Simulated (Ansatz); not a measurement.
SnSe in the rocksalt structure was relaxed with 5 functionals in the PAW code Ansatz, cell and atoms free, the symmetry of the start kept (meshes: PBE 8×8×8, r2SCAN 6×6×6, PBEsol 6×6×6, LDA 6×6×6, HSE06 4×4×4). Computed, not measured; no magnetism was allowed, and whether the structure is a known phase isn't checked.

The r2SCAN result:
```
Sn Se
1.0
     0.00000    3.00211    3.00211
     3.00211    0.00000    3.00211
     3.00211    3.00211    0.00000
Sn Se
1 1
Direct
  0.00000 0.00000 0.00000
  0.50000 0.50000 0.50000
```

Space group Fm-3m (No. 225), cubic; a = 6.004 Å in the conventional setting, 27.06 Å³ an atom. Sn has 6 Se at 3.00 Å; Se has 6 Sn at 3.00 Å.

Question: What lattice does PBEsol give?

Answer: a = 5.933 Å; the volume differs by -3.5 % from r2SCAN's. Sn has 6 Se at 2.97 Å; Se has 6 Sn at 2.97 Å.

Question: How does the cell change with HSE06?

Answer: a = 5.951 Å; the volume differs by -2.6 % from r2SCAN's. Around Sn lie 6 Se at 2.98 Å; around Se lie 6 Sn at 2.98 Å.

Question: Held at the r2SCAN cell, what mean stress does LDA find, and does its sign point to its own minimum?

Answer: Yes. LDA -3.00 GPa, and its relaxed volume is -6.0 % from r2SCAN's. Compression counts positive, so a positive stress asks for a larger cell.
